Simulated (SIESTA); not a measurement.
Cd under changes of volume

One of the cells (21.585 Å³/atom); the others are scaled copies at fixed shape and fractional positions:

```
Cd
1.0
     2.97887    0.00000    0.00000
    -1.48944    2.57978    0.00000
     0.00000    0.00000    5.61765
Cd
2
Direct
  0.66667 0.33333 0.75000
  0.33333 0.66667 0.25000
```

```yaml
Program: SIESTA 5.4.2
Functional: LDA
Potentials_or_basis: PseudoDojo 0.4 standard (LDA files)
Basis: DZP (energy shift 0.003 Ry; two zetas on semicore shells)
Grid_cutoff: 800 Ry
Energy_shift: 0.003 Ry
k_mesh: 10 × 10 × 5
Occupations: fermi-dirac, width 0.05 eV
Spin: no spin polarisation
```

```tsv
volume (Å³/atom)	energy over the lowest point (meV/atom)	pressure (GPa)
20.290	0.00	-1.5
20.722	5.94	-2.9
21.154	15.54	-4.2
21.585	28.39	-5.3
22.017	?	?
22.449	62.05	-7.1
22.880	82.23	-7.8
```

Q: What does the run at 22.017 Å³/atom give?

A: Energy over the lowest point 44.02 meV/atom; pressure -6.3 GPa.

Worked out: A Birch-Murnaghan fit of order 3 (a polynomial in V^(-2/3)) to the other rows has its minimum at 19.91 Å³/atom, just outside them, with B0 = V·E''(V) = 81 GPa and B' = 5.2 at fixed shape and positions, which overstates the stiffness. It gives 43.99 meV/atom at 22.017 Å³/atom, against the run's 44.02, and -dE/dV = -6.3 GPa, against -6.3.

Energies are extrapolated to zero smearing.

Caveats: the basis of atomic orbitals isn't converged, which shifts pressures, moduli and gaps.
